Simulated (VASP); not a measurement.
# BAs (Pm-3m) in VASP: further runs

The runs below take BAs through relaxation of cell and atoms, atomic charges, electron localisation function, with PBE, PBEsol.

Everything below comes from runs of VASP 6.6.1. Logs are shortened: lines on timing, memory, paths and dates and some standing lists are left out, and cuts for length are marked.

## (1) The crystal as given

Symmetry: Pm-3m, No. 221, cubic system. Conventional cell: a = 2.934 Å, b = 2.934 Å, c = 2.934 Å, α = 90.00°, β = 90.00°, γ = 90.00°. B (site symmetry m-3m) is surrounded by 8 As at 2.54 Å. Around As (site symmetry m-3m) lie 8 B at 2.54 Å.

The cell was built by a generator and needn't be a form met in nature.

## (2) Relaxation of cell and atoms, PBE, target pressure 30 GPa, at which the enthalpy is minimised

Contents of INCAR:

```
PREC = Accurate
ENCUT = 600
EDIFF = 1E-6
ISMEAR = -1
SIGMA = 0.05
LREAL = F
LASPH = T
NELM = 60
ALGO = Fast
ISIF = 3
LWAVE = F
LCHARG = F
GGA = PE
IBRION = 2
NSW = 40
EDIFFG = -0.01
PSTRESS = 300
```

Contents of KPOINTS:

```
regular mesh
0
Gamma
  9 9 9
```

Contents of POSCAR:

```
BAs
1.0
    2.9343700000      0.0000000000      0.0000000000
    0.0000000000      2.9343700000      0.0000000000
    0.0000000000      0.0000000000      2.9343700000
B As
1 1
Direct
    0.5000000000      0.5000000000      0.5000000000
    0.0000000000      0.0000000000      0.0000000000
```

Potentials or basis: VASP PAW PBE potentials, release 64 (B, As).

The run is started by

```bash
cat potpaw_PBE.64/B/POTCAR potpaw_PBE.64/As/POTCAR > POTCAR
mpirun -np 1 vasp_std > vasp.out
```

OUTCAR:

```text
PREC = Accurate
   ENCUT = 600
   EDIFF = 1E-6
   ISMEAR = -1
   LREAL = F
   LASPH = T
   NELM = 60
   ISIF = 3
   GGA = PE
   IBRION = 2
   NSW = 40
   EDIFFG = -0.01
   PSTRESS = 300

 ion  position               nearest neighbor table
   1  0.500  0.500  0.500-   2 2.54   2 2.54   2 2.54   2 2.54   2 2.54   2 2.54   2 2.54   2 2.54

   2  0.000  0.000  0.000-   1 2.54   1 2.54   1 2.54   1 2.54   1 2.54   1 2.54   1 2.54   1 2.54

  LATTYP: Found a simple cubic cell.
 ALAT       =     2.9343700000

  Lattice vectors:

 A1 = (   2.9343700000,   0.0000000000,   0.0000000000)
 A2 = (   0.0000000000,   2.9343700000,   0.0000000000)
 A3 = (   0.0000000000,   0.0000000000,   2.9343700000)

Analysis of symmetry for initial positions (statically):
=====================================================================
 Subroutine PRICEL returns:
 Original cell was already a primitive cell.

 Routine SETGRP: Setting up the symmetry group for a
 simple cubic supercell.

 Subroutine GETGRP returns: Found 48 space group operations
 (whereof 48 operations were pure point group operations)
 out of a pool of 48 trial point group operations.

The static configuration has the point symmetry O_h .

Analysis of symmetry for dynamics (positions and initial velocities):
=====================================================================
 Subroutine PRICEL returns:
 Original cell was already a primitive cell.

 Routine SETGRP: Setting up the symmetry group for a
 simple cubic supercell.

 Subroutine GETGRP returns: Found 48 space group operations
 (whereof 48 operations were pure point group operations)
 out of a pool of 48 trial point group operations.

The dynamic configuration has the point symmetry O_h .

 Subroutine INISYM returns: Found 48 space group operations
 (whereof 48 operations are pure point group operations),
 and found     1 'primitive' translations

----------------------------------------------------------------------------------------

                                     Primitive cell

  volume of cell :      25.2665

  direct lattice vectors                    reciprocal lattice vectors
     2.934370000  0.000000000  0.000000000     0.340788653  0.000000000  0.000000000
     0.000000000  2.934370000  0.000000000     0.000000000  0.340788653  0.000000000
     0.000000000  0.000000000  2.934370000     0.000000000  0.000000000  0.340788653

  length of vectors
     2.934370000  2.934370000  2.934370000     0.340788653  0.340788653  0.340788653

  position of ions in fractional coordinates (direct lattice)
     0.500000000  0.500000000  0.500000000
     0.000000000  0.000000000  0.000000000

  ion indices of the primitive-cell ions
   primitive index   ion index
                 1           1
                 2           2

----------------------------------------------------------------------------------------

 KPOINTS: regular mesh

Automatic generation of k-mesh.
 Grid dimensions read from file:
 generate k-points for:    9    9    9

 Generating k-lattice:

  Cartesian coordinates                     Fractional coordinates (reciprocal lattice)
     0.037865406  0.000000000  0.000000000     0.111111111  0.000000000  0.000000000
     0.000000000  0.037865406  0.000000000     0.000000000  0.111111111  0.000000000
     0.000000000  0.000000000  0.037865406     0.000000000  0.000000000  0.111111111

  Length of vectors
     0.037865406  0.037865406  0.037865406

  Shift w.r.t. Gamma in fractional coordinates (k-lattice)
     0.000000000  0.000000000  0.000000000

 Subroutine IBZKPT returns following result:
 ===========================================

 Found     35 irreducible k-points:

 Following reciprocal coordinates:
            Coordinates               Weight
  0.000000  0.000000  0.000000      1.000000
  0.111111  0.000000  0.000000      6.000000
  0.222222  0.000000  0.000000      6.000000
  0.333333  0.000000  0.000000      6.000000
  0.444444  0.000000  0.000000      6.000000
  0.111111  0.111111  0.000000     12.000000
[... 16 lines left out ...]
  0.333333  0.333333  0.111111     24.000000
  0.444444  0.333333  0.111111     48.000000
 [... further k-points ...]
   k-points           NKPTS =     35   k-points in BZ     NKDIM =     35   number of bands    NBANDS=      8
   number of dos      NEDOS =    301   number of ions     NIONS =      2
   total plane-waves  NPLWV =  13824
   dimension x,y,z NGX =    24 NGY =   24 NGZ =   24
   dimension x,y,z NGXF=    48 NGYF=   48 NGZF=   48
   ions per type =               1   1
   NGX,Y,Z   is equivalent  to a cutoff of  13.60, 13.60, 13.60 a.u.
   NGXF,Y,Z  is equivalent  to a cutoff of  27.19, 27.19, 27.19 a.u.
 SYSTEM =  unknown system
   PREC   = accura    normal or accurate (medium, high low for compatibility)
   ISTART =      0    job   : 0-new  1-cont  2-samecut
   ICHARG =      2    charge: 1-file 2-atom 10-const
   ISPIN  =      1    spin polarized calculation?
   LNONCOLLINEAR =      F non collinear calculations
   LSORBIT =      F    spin-orbit coupling
   LASPH  =      T    aspherical Exc in radial PAW
   ENCUT  =  600.0 eV  44.10 Ry    6.64 a.u.   5.86  5.86  5.86*2*pi/ulx,y,z
   NELM   =     60;   NELMIN=  2; NELMDL= -5     # of ELM steps
   EDIFF  = 0.1E-05   stopping-criterion for ELM
   LREAL  =      F    real-space projection
   EDIFFG = -.1E-01   stopping-criterion for IOM
   NSW    =     40    number of steps for IOM
   IBRION =      2    ionic relax: 0-MD 1-quasi-New 2-CG
   NFREE  =      1    steps in history (QN), initial steepest desc. (CG)
   ISIF   =      3    stress and relaxation
   ISYM   =      2    0-nonsym 1-usesym 2-fastsym
   POTIM  = 0.5000    time-step for ionic-motion
   TEBEG  =    0.0;   TEEND  =   0.0 temperature during run
   PSTRESS=  300.0 pullay stress
   NELECT =       8.0000    total number of electrons
   NUPDOWN=      -1.0000    fix difference up-down
   EMIN   =  10.00;   EMAX   =-10.00  energy-range for DOS
   EFERMI =   0.00;   METHOD = LEGACY
   ISMEAR =    -1;   SIGMA  =   0.05  broadening in eV -4-tet -1-fermi 0-gaus
   EFERMI_NEDOS =   21; number of points for ismear=-14 and -15
   IALGO  =     68    algorithm
   IMIX   =      4    mixing-type and parameters
     AMIX     =   0.40;   BMIX     =  1.00
     AMIX_MAG =   1.60;   BMIX_MAG =  1.00
  volume/ion in A,a.u.               =      12.63        85.25
  Fermi-wavevector in a.u.,A,eV,Ry     =   1.115809  2.108574 16.939665  1.245030
  Thomas-Fermi vector in A             =   2.252417
   LORBIT       =      0    0 simple, 1 ext, 2 COOP (PROOUT), +10 PAW based schemes
   GGA     = PE    functional components
   LHFCALC =     F    Hartree Fock is set to
   AEXX    =    0.0000 exact exchange contribution
   IVDW    =     0    specifies the selected vdW correction
   LEPSILON=     F    determine dielectric tensor
   LRPA    =     F    only Hartree local field effects (RPA)
 conjugate gradient relaxation of ions
 non-spin polarized calculation
 RMM-DIIS sequential band-by-band and
  energy-cutoff  :      600.00
  volume of cell :       25.27
 maximum number of plane-waves:       861
 NGX is ok and might be reduce to    24
   NGX = 11   NGY = 11   NGZ = 11

--------------------------------------- Ionic step        1  -------------------------------------------

 number of electron       8.0000000 magnetization

 Free energy of the ion-electron system (eV)
  ---------------------------------------------------
  ext. energy  EPLUGINS =         0.00000000
  ---------------------------------------------------
  free energy    TOTEN  =        -8.34836586 eV

  energy without entropy =       -8.33830517  energy(sigma->0) =       -8.34333552

------------------------ aborting loop because EDIFF is reached ----------------------------------------

  FORCE on cell =-STRESS in cart. coord.  units (eV):
  Direction    XX          YY          ZZ          XY          YZ          ZX
  --------------------------------------------------------------------------------------
  -------------------------------------------------------------------------------------
  Total        0.0784378      0.0784378      0.0784378      0.0000000     -0.0000000      0.0000000
  in kB        4.9738328      4.9738328      4.9738328      0.0000000     -0.0000000      0.0000000
  external PRESSURE =    -295.0261672 kB  Pullay stress =     300.0000000 kB
[... 25 lines left out ...]
--------------------------------------- Ionic step        2  -------------------------------------------

 number of electron       8.0000000 magnetization

 E-fermi :  11.9105     XC(G=0): -13.0349

 val. band max:       11.9100966482   @ k =   0.4444   0.4444   0.3333
 cond. band min:      12.1623992201   @ k =   0.4444   0.4444   0.3333
 fundamental gap:      0.2523025718
 Fermi energy:        11.9105475859

 k-point     1 :       0.0000    0.0000    0.0000
  band No.  band energies     occupation
      1      -7.9173      2.00000
      2      10.4827      2.00000
      3      10.4827      2.00000
      4      10.4827      2.00000
      5      15.5043      0.00000
      6      17.0962      0.00000
      7      17.0962      0.00000
      8      25.6392      0.00000
[... 243 lines left out ...]
 k-point    24 :       0.4444    0.3333    0.1111
  band No.  band energies     occupation
      1      -1.4471      2.00000
      2       1.5300      2.00000
      3       5.9418      2.00000
      4       8.6137      2.00000
      5      14.3774      0.00000
      6      16.4787      0.00000
      7      20.0505      0.00000
      8      21.4742      0.00000

 [... further k-points ...]
[... 5 lines left out ...]
  --------------------------------------------------------------------------------------
  -------------------------------------------------------------------------------------
  Total        9.3307801      9.3307801      9.3307801      0.0000000      0.0000000     -0.0000000
  in kB      845.6244197    845.6244197    845.6244197      0.0000000      0.0000000     -0.0000000
  external PRESSURE =     545.6244197 kB  Pullay stress =     300.0000000 kB
[... 177 lines left out ...]
--------------------------------------- Ionic step        7  -------------------------------------------

 number of electron       7.9999999 magnetization

 Free energy of the ion-electron system (eV)
  ---------------------------------------------------
  ext. energy  EPLUGINS =         0.00000000
  ---------------------------------------------------
  free energy    TOTEN  =        -8.00397651 eV

  energy without entropy =       -7.99752188  energy(sigma->0) =       -8.00074920

 E-fermi :   9.4204     XC(G=0): -12.2557

 val. band max:        9.3095409294   @ k =   0.3333   0.3333   0.2222
 cond. band min:       9.4749401140   @ k =   0.4444   0.2222   0.2222
 fundamental gap:      0.1653991847
 Fermi energy:         9.4204334361

 k-point     1 :       0.0000    0.0000    0.0000
  band No.  band energies     occupation
      1      -8.2480      2.00000
      2       8.3515      2.00000
      3       8.3515      2.00000
      4       8.3515      2.00000
      5      11.0223      0.00000
      6      14.8911      0.00000
      7      14.8911      0.00000
      8      20.8887      0.00000
[... 243 lines left out ...]
 k-point    24 :       0.4444    0.3333    0.1111
  band No.  band energies     occupation
      1      -2.6585      2.00000
      2       0.4211      2.00000
      3       4.0517      2.00000
      4       6.5589      2.00000
      5      11.6858      0.00000
      6      13.3609      0.00000
      7      16.7177      0.00000
      8      17.5891      0.00000

 [... further k-points ...]
[... 5 lines left out ...]
  --------------------------------------------------------------------------------------
  -------------------------------------------------------------------------------------
  Total        3.9298547      3.9298547      3.9298547      0.0000000     -0.0000000      0.0000000
  in kB      300.1123353    300.1123353    300.1123353      0.0000000     -0.0000000      0.0000000
  external PRESSURE =       0.1123353 kB  Pullay stress =     300.0000000 kB
[... 21 lines left out ...]
  energy  without entropy=       -7.9975218802  energy(sigma->0) =       -8.00074920

  enthalpy is  TOTEN    =        -4.0755928426 eV   P V=        3.9283836682

 reached required accuracy - stopping structural energy minimisation
```

Run time: 12 s. Hardware: 1 thread of Intel Xeon 6975P-C (Granite Rapids), shared host; peak memory 0.15 GiB.

What came out:

| Property | Result |
| --- | --- |
| Free energy | -8.0040 eV |
| Relaxed volume | 10.49 Å³/atom |
| Relaxed cell | a = 2.758 Å, b = 2.758 Å, c = 2.758 Å, α = 90.00°, β = 90.00°, γ = 90.00° |
| Space group after relaxing (to 0.05 Å) | Pm-3m (No. 221) |
| Energy change on relaxing (the enthalpy is what falls) | +172.2 meV/atom |
| Ionic steps | 7 |
| Pressure after relaxing | 30.0 GPa |

Step by step:
```
step  energy change (eV)  largest force (eV/Å)  pressure (GPa)  volume (Å³)
   1              0.0000                0.0000            0.50        25.27
   2              1.4532                0.0000           84.56        17.68
   3              0.3209                0.0000           28.63        21.11
   4              0.3402                0.0000           29.77        21.00
   5              0.3552                0.0000           30.65        20.92
   6              0.3335                0.0000           29.37        21.04
   7              0.3444                0.0000           30.01        20.98
```

Final structure:
```xyz
2
Lattice="2.7580 0.0000 0.0000 0.0000 2.7580 0.0000 0.0000 0.0000 2.7580" Properties=species:S:1:pos:R:3 pbc="T T T"
B     1.3790    1.3790    1.3790
As    0.0000    0.0000    2.7580
```

Caveat: the cell is relaxed towards a set pressure, so the enthalpy falls and the energy may rise; the volume moved by over 15 % at a fixed basis, so the end points are rough; the bands computed are all filled at some k points, so no gap is given.

## (3) Atomic charges, PBE

Contents of INCAR:

```
SYSTEM = BAs
ALGO = Normal ; EDIFF = 1E-6
ENCUT = 520 ; GGA = PE
ISIF = 2 ; ISMEAR = 0
LASPH = .True. ; LCHARG = .False.
LORBIT = 11 ; LREAL = .False.
LWAVE = .False. ; NELM = 80
PREC = Accurate ; SIGMA = 0.02
```

Contents of KPOINTS:

```
k-points
0
Gamma
  9 9 9
  0 0 0
```

POSCAR is that of step 2.

Potentials or basis: VASP PAW PBE potentials, release 64 (B, As).

The run is started by

```bash
cat potpaw_PBE.64/B/POTCAR potpaw_PBE.64/As/POTCAR > POTCAR
mpirun -np 1 vasp_std > vasp.out
```

It took 2.9 s on 1 thread of Intel Xeon 6975P-C (Granite Rapids), shared host; peak memory 0.13 GiB.

Results (log left out):

```
Free energy                                           : -8.3424 eV
Pressure                                              : 0.2 GPa
Band gap on the k mesh                                : none (metal or under the smearing width)
Valence electrons inside the program's atomic spheres : B 1.52; As 2.64
```

Levels at points of the mesh, in eV from the Fermi level:
| k point | band 1 | band 2 | band 3 | band 4 | band 5 | band 6 | band 7 | band 8 |
| --- | --- | --- | --- | --- | --- | --- | --- | --- |
| (0.00, 0.00, 0.00) | -15.60 | -0.69 | -0.69 | -0.69 | -0.08 | 5.81 | 5.81 | 9.48 |

## (4) Electron localisation function, PBE

Contents of INCAR:

```
SYSTEM = BAs
  ALGO = Normal
  EDIFF = 1E-6
  ENCUT = 520
  GGA = PE
  ISIF = 2
  ISMEAR = 0
  LASPH = .True.
  LCHARG = .True.
  LELF = .True.
  LREAL = .False.
  LWAVE = .False.
  NELM = 100
  PREC = Accurate
  SIGMA = 0.02
```

KPOINTS is that of step 3.

POSCAR is that of step 3.

The run is started by

```bash
cat potpaw_PBE.64/B/POTCAR potpaw_PBE.64/As/POTCAR > POTCAR
mpirun -np 1 vasp_std > vasp.out
```

Run time: 2.8 s. Hardware: 1 thread of Intel Xeon 6975P-C (Granite Rapids), shared host; peak memory 0.14 GiB.

Results (log left out):

- Free energy: -8.3424 eV
- Pressure: 0.2 GPa
- Band gap on the k mesh: none (metal or under the smearing width)

Levels at points of the mesh, in eV from the Fermi level:
```csv
k point,band 1,band 2,band 3,band 4,band 5,band 6,band 7,band 8
"(0.00, 0.00, 0.00)",-15.60,-0.69,-0.69,-0.69,-0.08,5.81,5.81,9.48
```

(Part 1 of 2 ends here.)
